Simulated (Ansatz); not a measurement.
Wurtzite InN was calculated with r²SCAN+SOC (plane waves, PAW; Ansatz, a first-principles code).

Run with plane-wave cutoff 560 eV, 12×12×6 k mesh (along the axes of the cell as run), Fermi–Dirac smearing 0.01 eV, PAW data made under PBE.

The volume scan:

```csv
V (Å³/atom),E − E_lowest (meV/atom),P (GPa)
14.958,11.78,6.29
15.270,2.84,2.97
15.581,0.00,0.00
15.893,2.62,-2.64
16.205,10.11,-5.02
```

### Question
What bulk modulus B0 and pressure derivative B′ does a third-order Birch–Murnaghan fit give?

### Answer
V0 = 15.582 Å³/atom, B0 = 140 GPa, B′ = 4.6 (fit to the energies at full precision).

Shape and atoms are relaxed at each volume.

Measured, for comparison: bulk modulus 126 GPa (room temperature, not corrected to a static lattice; as tabulated in Phys. Rev. B 49, 14 (GaN and InN under pressure), abstract); equilibrium volume per atom 15.38 Å³/atom (300 K, not corrected to a static lattice; as tabulated in Wikipedia's data pages). Computed (rounded) less measured: bulk modulus +11 %, equilibrium volume per atom +1.3 %.

Note: the bulk modulus comes from volumes at which shape and atoms were relaxed.

Static lattice: no zero-point or thermal effects.

It cost about 40 core-minutes (a rough figure) of CPU time.
